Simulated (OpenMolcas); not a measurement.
# How basis sets differ on C5H8O2 (methyl methacrylate)

C5H8O2 has 15 atoms, charge 0, and is taken as a singlet. As SMILES, `C=C(C)C(=O)OC`. Geometry: relaxed at PBE0-D4/def2-TZVP. This is one conformer, not always the lowest.

```tsv
atom	x (Å)	y (Å)	z (Å)
C	-2.1155	0.7661	0.4912
C	-0.9803	0.0741	0.4729
C	-0.7039	-1.1020	1.3514
C	0.0660	0.5189	-0.4919
O	-0.0314	1.4463	-1.2528
O	1.1614	-0.2515	-0.4164
C	2.2122	0.1049	-1.3058
H	-2.9231	0.5038	1.1647
H	-2.2510	1.6101	-0.1739
H	-0.4923	-1.9953	0.7590
H	0.1747	-0.9285	1.9774
H	-1.5584	-1.3054	1.9973
H	1.8767	0.0400	-2.3418
H	3.0147	-0.6054	-1.1194
H	2.5502	1.1239	-1.1119
```

Quantity: the dipole moment, in D. The values are calculated.

```tsv
level	kind	program	value (D)	CPU time
HF/ANO-R0 (sfX2C)	Hartree–Fock	OpenMolcas	0.93	5.8 s
HF/ANO-RCC-MB (DKH2)	Hartree–Fock	OpenMolcas	1.57	6.9 s
HF/STO-3G	Hartree–Fock	OpenMolcas	1.07	2.6 s
HF/3-21G	Hartree–Fock	OpenMolcas	1.58	5.2 s
HF/6-31G* (spherical functions)	Hartree–Fock	OpenMolcas	1.82	19 s
```

The values span 0.93 to 1.82 D. Magnitudes only. Sets without polarisation functions give poor dipoles. CPU times are rough (shared hosts, several kinds of processor and program).
